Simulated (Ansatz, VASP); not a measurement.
Be: VASP beside Ansatz

```
Be
1.0
     2.26131    0.00000    0.00000
    -1.13065    1.95835    0.00000
     0.00000    0.00000   24.92260
Be
6
Direct
  0.83333 0.16667 0.31809
  0.16667 0.83333 0.39179
  0.83333 0.16667 0.46398
  0.16667 0.83333 0.53602
  0.83333 0.16667 0.60821
  0.16667 0.83333 0.68191
```

Alike in both runs: functional PBE; k mesh 21 × 21 × 1; occupations fermi-dirac, width 0.05 eV; no spin polarisation.

Ansatz relaxed the structure, and its values are those at the end. VASP's run is a single point on that final structure, the one shown.

|  | VASP | Ansatz |
| --- | --- | --- |
| version | VASP 6.6.1 | Ansatz 0.2.0 |
| potentials or method | VASP PAW PBE potentials, release 64 (Be) | PAW with Ansatz's default frozen-core files, scalar-relativistic |
| plane-wave cutoff (eV) | 520 | 420 |
| valence electrons in the cell | 12 | 12 |

Ansatz gave:

- rms of the force components (eV/Å): 0.002

Q: What did VASP give for the same quantities?

A: rms of the force components (eV/Å): 0.003.

Ansatz warned: «stress_scf_threshold_loose».
